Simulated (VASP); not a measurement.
Here is a VASP 6.6.1 calculation.

INCAR

```
SYSTEM = Sr
  PREC = Accurate
  ENCUT = 500
  EDIFF = 1E-7
  ISMEAR = -5
  SIGMA = 0.05
  LREAL = .False.
  LASPH = .True.
  NELM = 60
  ALGO = Fast
  ISIF = 2
  LWAVE = .False.
  LCHARG = .False.
  GGA = RP
  IVDW = 11
  LOPTICS = .True.
  NBANDS = 58
  NEDOS = 1000
  CSHIFT = 0.1
```

Contents of Sr.cif:

```cif
data_Sr
_cell_length_a 4.31000000
_cell_length_b 4.31000000
_cell_length_c 7.05000000
_cell_angle_alpha 90.00000000
_cell_angle_beta 90.00000000
_cell_angle_gamma 120.00000000
_space_group_name_H-M_alt 'P6_3/mmc'
_space_group_name_Hall '-P 6c 2c'
_space_group_IT_number 194
loop_
_space_group_symop_operation_xyz
'x,y,z'
'-x,-y,-z'
'x-y,x,z+1/2'
'-x+y,-x,-z+1/2'
'-y,x-y,z'
'y,-x+y,-z'
'-x,-y,z+1/2'
'x,y,-z+1/2'
'-x+y,-x,z'
'x-y,x,-z'
'y,-x+y,z+1/2'
'-y,x-y,-z+1/2'
'-y,-x,-z+1/2'
'y,x,z+1/2'
'-x,-x+y,-z'
'x,x-y,z'
'-x+y,y,-z+1/2'
'x-y,-y,z+1/2'
'y,x,-z'
'-y,-x,z'
'x,x-y,-z+1/2'
'-x,-x+y,z+1/2'
'x-y,-y,-z'
'-x+y,y,z'
loop_
_atom_site_label
_atom_site_type_symbol
_atom_site_symmetry_multiplicity
_atom_site_Wyckoff_symbol
_atom_site_fract_x
_atom_site_fract_y
_atom_site_fract_z
_atom_site_occupancy
Sr1 Sr 2 c 0.6666666667 0.3333333333 0.7500000000 1
```

The input KPOINTS:

```
Automatic mesh
0
Gamma
  7 7 4
  0 0 0
```

The input POSCAR:

```
Sr
 1.0000000000000000
     4.3099999999999996    0.0000000000000000    0.0000000000000000
    -2.1549999999999989    3.7325694903109303    0.0000000000000000
     0.0000000000000000    0.0000000000000000    7.0499999999999998
 Sr 
   2
Cartesian
  2.1550000002154999  1.2441898299792244  5.2874999999999996
 -0.0000000002154993  2.4883796603317063  1.7625000000000000
```

Potentials or basis: VASP PAW PBE potentials, release 64 (Sr_sv).

The run is started by

```sh
$ ase convert -i cif -o vasp Sr.cif POSCAR
$ cat potpaw_PBE.64/Sr_sv/POTCAR > POTCAR
$ mpirun -np 1 vasp_std > vasp.out
```

Problem. Predict the dispersion energy per atom.

Solution. -0.238 eV.

Problem. What does it give for the band gap on the k mesh?

Solution. None (metal or under the smearing width).

Stress tensor (GPa, compression positive):
```
0.22 0.00 0.00
0.00 0.22 0.00
0.00 0.00 0.43
```

Caveat: the PAW data sets were made with another functional, which shifts forces and pressure a little; pairwise dispersion overbinds metals, which lowers pressure and volume; tetrahedron occupations give inexact forces and stress in metals.
